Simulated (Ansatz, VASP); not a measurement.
## PbSe (Clausthalite) in VASP and in Ansatz

```
Pb Se
1.0
     0.00000    3.04011    3.04011
     3.04011    0.00000    3.04011
     3.04011    3.04011    0.00000
Pb Se
1 1
Direct
  0.00000 0.00000 0.00000
  0.50000 0.50000 0.50000
```

Alike in both runs: task single point; functional BLYP; dispersion D4; k mesh 8 × 8 × 8; occupations fermi-dirac, width 0.05 eV; no spin polarisation.

```csv
,VASP,Ansatz
version,VASP 6.6.1,Ansatz 0.2.0
potentials or method,"VASP PAW PBE potentials, release 64 (Pb_d, Se)",Ansatz PAW
plane-wave cutoff (eV),520,420
valence electrons in the cell,20,30
```

|  | VASP | Ansatz | Ansatz less VASP |
| --- | --- | --- | --- |
| gap on the k mesh at the Fermi level (eV) | 0.33 | 0.35 | +0.018 |
| least direct gap on the mesh (eV) | 0.33 | 0.35 | +0.018 |
| pressure (GPa) | 3.1 | 3.0 | -0.19 |
| dispersion energy (meV/atom) | -761.1 | -761.3 | -0.20 |

The two sets of potentials don't hold the same shells in valence.

Caveats: spin-orbit coupling is left out, which as a rule narrows the gap of such compounds by several tenths of an eV; the PAW data sets were made with another functional, which shifts forces and pressure a little (VASP); the PAW data sets come from PBE, with cores solved anew for the run's functional, which leaves a small shift of forces and pressure (Ansatz).
